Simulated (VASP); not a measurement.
# KCl (Sylvite) (Fm-3m) in VASP: a series of runs, part 2 of 2

VASP 6.6.1.

### 3 Equation of state, revPBE+D2

File run.py:

```python
from ase import Atoms
from ase.calculators.vasp import Vasp
from ase.eos import EquationOfState
from ase.io import Trajectory
from ase.units import GPa

atoms = Atoms(
    ['K', 'Cl'],
    cell=[[0.0, 3.14647, 3.14647], [3.14647, 0.0, 3.14647], [3.14647, 3.14647, 0.0]],
    scaled_positions=[[0.0, 0.0, 0.0], [0.5, 0.5, 0.5]],
    pbc=True,
)
calc = Vasp(
    directory='calc',
    xc='revpbe',
    pp='PBE',
    setups='recommended',
    prec='Accurate',
    encut=520,
    ediff=1e-06,
    ismear=-5,
    sigma=0.05,
    lreal=False,
    lasph=True,
    nelm=60,
    algo='Normal',
    isif=2,
    lwave=False,
    lcharg=False,
    ivdw=1,
    kpts=[7, 7, 7],
    gamma=True,
)
atoms.calc = calc
cell = atoms.cell.copy()
volumes, energies = [], []
traj = Trajectory('eos.traj', 'w')
for x in [0.94, 0.96, 0.98, 1.0, 1.02, 1.04, 1.06]:
    atoms.set_cell(cell * x ** (1 / 3), scale_atoms=True)
    volumes.append(atoms.get_volume())
    energies.append(atoms.get_potential_energy())
    traj.write(atoms)
    print(f'{x:5.2f} {volumes[-1]:12.5f} {energies[-1]:14.6f}')

v0, e0, B = EquationOfState(volumes, energies, eos='murnaghan').fit()
print(f'V0 = {v0:.4f} A^3, E0 = {e0:.6f} eV, B = {B / GPa:.2f} GPa')
```

Potentials or basis: VASP PAW PBE potentials, release 64 (K_sv, Cl).

On the command line:

```bash
$ python run.py
```

Standard output:

```text
0.94     58.56372      -6.963130
 0.96     59.80975      -6.988176
 0.98     61.05579      -7.008512
 1.00     62.30183      -7.024375
 1.02     63.54786      -7.036076
 1.04     64.79390      -7.043928
 1.06     66.03994      -7.048204
<dir> UserWarning: The minimum volume of your fit is not in your volumes.  You may not have a minimum in your dataset!
  warnings.warn(
V0 = 67.0002 A^3, E0 = -7.049165 eV, B = 22.15 GPa
```

OUTCAR:

```text
ENCUT = 520.000000
   EDIFF = 1.00e-06
   GGA = RE
   PREC = Accurate
   ISIF = 2
   ISMEAR = -5
   NELM = 60
[... 525 lines left out ...]
      0.00000      0.00000      0.00000         0.000000      0.000000      0.000000
      3.20818      3.20818      3.20818         0.000000      0.000000      0.000000
 -----------------------------------------------------------------------------------
    total drift:                                0.000000      0.000000      0.000000

  FREE ENERGIE OF THE ION-ELECTRON SYSTEM (eV)
  ---------------------------------------------------
  free  energy   TOTEN  =        -7.0482044131 eV

  energy  without entropy=       -7.0482044131  energy(sigma->0) =       -7.04820441
```

INCAR:

```text
ENCUT = 520.000000
SIGMA = 0.050000
EDIFF = 1.00e-06
ALGO = Normal
GGA = RE
PREC = Accurate
ISIF = 2
ISMEAR = -5
NELM = 60
IVDW = 1
LASPH = .TRUE.
LCHARG = .FALSE.
LWAVE = .FALSE.
LREAL = .FALSE.
```

It took 2.4 min on 1 thread of Intel Xeon Platinum 8488C (Sapphire Rapids), shared host; peak memory 0.19 GiB.

What came out:

```
Equilibrium volume : 33.51 Å³/atom (rough: see the caveat)
Bulk modulus       : 22 GPa (rough)
```

Energy against volume, from the lowest point:
```
volume (Å³/atom)  energy (meV/atom)
          29.282              42.54
          29.905              30.01
          30.528              19.85
          31.151              11.91
          31.774               6.06
          32.397               2.14
          33.020               0.00
```

Caveat: the minimum lies outside the volumes run; the PAW data sets were made with another functional, which shifts forces and pressure a little.

### 4 Band structure, revTPSS

File INCAR:

```
ALGO = Normal
EDIFF = 1E-6
ENCUT = 520
ISIF = 2
ISMEAR = -1
LASPH = T
LCHARG = F
LMIXTAU = T
LREAL = F
LWAVE = F
METAGGA = RTPSS
NELM = 60
PREC = Accurate
SIGMA = 0.05
```

File KPOINTS:

```
k-points
0
Gamma
  7 7 7
```

File POSCAR:

```
KCl
1.0
    0.0000000000      3.1464700000      3.1464700000
    3.1464700000      0.0000000000      3.1464700000
    3.1464700000      3.1464700000      0.0000000000
K Cl
1 1
Direct
    0.0000000000      0.0000000000      0.0000000000
    0.5000000000      0.5000000000      0.5000000000
```

File KPOINTS_OPT:

```
path GXWKGLUWLK,UX
10
line-mode
reciprocal
 0.0000000000  0.0000000000  0.0000000000  G
 0.5000000000  0.0000000000  0.5000000000  X

 0.5000000000  0.0000000000  0.5000000000  X
 0.5000000000  0.2500000000  0.7500000000  W

 0.5000000000  0.2500000000  0.7500000000  W
 0.3750000000  0.3750000000  0.7500000000  K

 0.3750000000  0.3750000000  0.7500000000  K
 0.0000000000  0.0000000000  0.0000000000  G

 0.0000000000  0.0000000000  0.0000000000  G
 0.5000000000  0.5000000000  0.5000000000  L

 0.5000000000  0.5000000000  0.5000000000  L
 0.6250000000  0.2500000000  0.6250000000  U

 0.6250000000  0.2500000000  0.6250000000  U
 0.5000000000  0.2500000000  0.7500000000  W

 0.5000000000  0.2500000000  0.7500000000  W
 0.5000000000  0.5000000000  0.5000000000  L

 0.5000000000  0.5000000000  0.5000000000  L
 0.3750000000  0.3750000000  0.7500000000  K

 0.6250000000  0.2500000000  0.6250000000  U
 0.5000000000  0.0000000000  0.5000000000  X
```

On the command line:

```bash
$ cat potpaw_PBE.64/K_sv/POTCAR potpaw_PBE.64/Cl/POTCAR > POTCAR
$ mpirun -np 1 vasp_std > vasp.out
```

It took 1.8 min on 1 thread of Intel Xeon 6975P-C (Granite Rapids), shared host; peak memory 0.21 GiB.

The run converged. Its results:

```
Free energy             : -8.4870 eV
Pressure                : 0.7 GPa
Band gap on the k mesh  : 5.59 eV, direct
Band gap along the path : 5.59 eV, direct
```

Levels at the corners of the path, in eV from the valence-band top:
| point | band 6 | band 7 | band 8 | band 9 | band 10 | band 11 |
| --- | --- | --- | --- | --- | --- | --- |
| Γ | 0.00 | 0.00 | 0.00 | 5.59 | 8.77 | 8.77 |
| X | -0.65 | -0.22 | -0.22 | 6.85 | 8.84 | 10.44 |
| X | -0.65 | -0.22 | -0.22 | 6.85 | 8.84 | 10.44 |
| W | -0.48 | -0.47 | -0.47 | 8.38 | 8.38 | 9.96 |
| W | -0.48 | -0.47 | -0.47 | 8.38 | 8.38 | 9.96 |
| K | -0.56 | -0.54 | -0.29 | 7.60 | 9.43 | 9.81 |
| K | -0.56 | -0.54 | -0.29 | 7.60 | 9.43 | 9.81 |
| Γ | 0.00 | 0.00 | 0.00 | 5.59 | 8.77 | 8.77 |
| Γ | 0.00 | 0.00 | 0.00 | 5.59 | 8.77 | 8.77 |
| L | -1.04 | -0.32 | -0.32 | 7.92 | 9.00 | 11.01 |
| L | -1.04 | -0.32 | -0.32 | 7.92 | 9.00 | 11.01 |
| U | -0.56 | -0.54 | -0.29 | 7.60 | 9.43 | 9.81 |
| U | -0.56 | -0.54 | -0.29 | 7.60 | 9.43 | 9.81 |
| W | -0.48 | -0.47 | -0.47 | 8.38 | 8.38 | 9.96 |
| W | -0.48 | -0.47 | -0.47 | 8.38 | 8.38 | 9.96 |
| L | -1.04 | -0.32 | -0.32 | 7.92 | 9.00 | 11.01 |
| L | -1.04 | -0.32 | -0.32 | 7.92 | 9.00 | 11.01 |
| K | -0.56 | -0.54 | -0.29 | 7.60 | 9.43 | 9.81 |
| U | -0.56 | -0.54 | -0.29 | 7.60 | 9.43 | 9.81 |
| X | -0.65 | -0.22 | -0.22 | 6.85 | 8.84 | 10.44 |

Caveat: the PAW data sets were made with another functional, which shifts forces and pressure a little.

### 5 Band structure, MS2

File INCAR:

```
ALGO     = Normal         # electronic algorithm
EDIFF    = 1E-6           # SCF threshold, eV
ENCUT    = 520            # plane-wave cutoff, eV
ISIF     = 2              # what is computed and relaxed
ISMEAR   = -1             # smearing method
LASPH    = True           # aspherical terms in the spheres
LCHARG   = False          # write CHGCAR
LMIXTAU  = True         
LREAL    = False          # projectors in reciprocal space
LWAVE    = False          # write WAVECAR
METAGGA  = MS2            # meta-GGA
NELM     = 60             # most SCF steps
PREC     = Accurate       # precision mode
SIGMA    = 0.05           # smearing width, eV
```

KPOINTS is that of step 4.

POSCAR is that of step 4.

KPOINTS_OPT is that of step 4.

On the command line:

```bash
$ cat potpaw_PBE.64/K_sv/POTCAR potpaw_PBE.64/Cl/POTCAR > POTCAR
$ mpirun -np 1 vasp_std > vasp.out
```

Run time: 1.7 min. Hardware: 1 thread of Intel Xeon 6975P-C (Granite Rapids), shared host; peak memory 0.21 GiB.

It converged, with:

- Free energy: -17.2275 eV
- Pressure: 0.1 GPa
- Band gap on the k mesh: 5.83 eV, direct
- Band gap along the path: 5.83 eV, direct

Levels at the corners of the path, in eV from the valence-band top:
```tsv
point	band 4	band 5	band 6	band 7	band 8	band 9	band 10	band 11	band 12
Γ	-10.86	-10.86	0.00	0.00	0.00	5.83	9.10	9.10	9.10
X	-10.91	-10.91	-0.65	-0.22	-0.22	7.06	9.22	10.53	11.28
X	-10.91	-10.91	-0.65	-0.22	-0.22	7.06	9.22	10.53	11.28
W	-10.95	-10.79	-0.47	-0.46	-0.46	8.58	8.58	10.35	10.89
W	-10.95	-10.79	-0.47	-0.46	-0.46	8.58	8.58	10.35	10.89
K	-10.89	-10.83	-0.55	-0.53	-0.28	7.81	9.60	10.18	11.12
K	-10.89	-10.83	-0.55	-0.53	-0.28	7.81	9.60	10.18	11.12
Γ	-10.86	-10.86	0.00	0.00	0.00	5.83	9.10	9.10	9.10
Γ	-10.86	-10.86	0.00	0.00	0.00	5.83	9.10	9.10	9.10
L	-10.86	-10.68	-1.01	-0.31	-0.31	8.11	9.18	11.43	11.43
L	-10.86	-10.68	-1.01	-0.31	-0.31	8.11	9.18	11.43	11.43
U	-10.89	-10.83	-0.55	-0.53	-0.28	7.81	9.60	10.18	11.12
U	-10.89	-10.83	-0.55	-0.53	-0.28	7.81	9.60	10.18	11.12
W	-10.95	-10.79	-0.47	-0.46	-0.46	8.58	8.58	10.35	10.89
W	-10.95	-10.79	-0.47	-0.46	-0.46	8.58	8.58	10.35	10.89
L	-10.86	-10.68	-1.01	-0.31	-0.31	8.11	9.18	11.43	11.43
L	-10.86	-10.68	-1.01	-0.31	-0.31	8.11	9.18	11.43	11.43
K	-10.89	-10.83	-0.55	-0.53	-0.28	7.81	9.60	10.18	11.12
U	-10.89	-10.83	-0.55	-0.53	-0.28	7.81	9.60	10.18	11.12
X	-10.91	-10.91	-0.65	-0.22	-0.22	7.06	9.22	10.53	11.28
```

Caveat: the PAW data sets were made with another functional, which shifts forces and pressure a little.

### 6 For comparison

An earlier run on the cell as given: functional PBEsol; potentials or basis VASP PAW PBE potentials, release 64 (K_sv, Cl); cutoff 520 eV; k mesh 7 × 7 × 7; occupations fermi-dirac, width 0.05 eV; no spin polarisation.

* Pressure: -0.4 GPa
* Band gap on the k mesh: 5.02 eV, direct

### 7 The runs side by side

| task | level | spin | smearing | ladder | gap on the mesh (eV) | pressure (GPa) |
| --- | --- | --- | --- | --- | --- | --- |
| hyperfine couplings | BLYP+D3(BJ) | collinear, ferromagnetic start | gaussian 0.1 eV | - | 5.18 | -0.8 |
| equation of state | revPBE+D2 | off | tetrahedron | - | - | - |
| band structure | revTPSS | off | fermi-dirac 0.05 eV | - | 5.59 | 0.7 |
| band structure | MS2 | off | fermi-dirac 0.05 eV | - | 5.83 | 0.1 |
| single point | PBEsol | off | fermi-dirac 0.05 eV | free | 5.02 | -0.4 |

Alike in all rows: potentials or basis VASP PAW PBE potentials, release 64 (K_sv, Cl); cell as given; k mesh 7 × 7 × 7; cutoff (eV) 520.

On the cell as given the gap runs from 5.02 eV (PBEsol) to 5.83 eV (MS2). The pressure there spans -0.8 GPa (BLYP+D3(BJ)) to 0.7 GPa (revTPSS); a positive pressure means that this level wants a larger cell, a negative one a smaller.

Caveats: the PAW data sets were made with another functional, which shifts forces and pressure a little; an odd mesh through Γ misses points on the zone boundary, where band edges often lie (some runs); the minimum lies outside the volumes run (some runs).

Absolute energies hang on the potentials; compare differences alone.

### 8 Comparison with measurements

Step 2. The gap isn't set beside the deposited one, since this odd mesh misses points on the zone boundary.

Step 4. Measured gap of KCl: 8.68 eV (a printed reference work, monograph). This calculation gives 5.59 eV (-3.09 eV). The value is that of revTPSS, without temperature or zero-point motion.

Step 5. Measured gap of KCl: 8.68 eV (a printed reference work, monograph). This calculation gives 5.83 eV (-2.85 eV). The value is that of MS2, without temperature or zero-point motion.
